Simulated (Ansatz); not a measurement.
Ti in Ansatz: the effect of functional

Ti:

```
CELL_PARAMETERS angstrom
0.00000 2.00256 2.00256
2.00256 0.00000 2.00256
2.00256 2.00256 0.00000
ATOMIC_POSITIONS crystal
Ti 0.00000 0.00000 0.00000
```

This isn't the form of Ti at room conditions, which is hcp.

The cell isn't the ideal one: volume scaled by 0.96.

Alike in all runs:

| Item | Value |
| --- | --- |
| Program | Ansatz 0.2.0 |
| Task | single point |
| Potentials or basis | Ansatz PAW |
| k mesh | 11 × 11 × 11 |
| Occupations | fermi-dirac, width 0.05 eV |
| Spin | no spin polarisation |

```tsv
functional	cutoff	pressure (GPa)
LDA	420 eV (not typed: the program's choice for these potentials)	-0.5
PBEsol	420 eV (not typed: the program's choice for these potentials)	4.4
r2SCAN	500 eV (not typed: the program's choice for these potentials)	?
```

What does the run with functional r2SCAN give?

Pressure 9.6 GPa.

Caveats: the PAW data sets come from PBE, with cores solved anew for the run's functional, which leaves a small shift of forces and pressure.
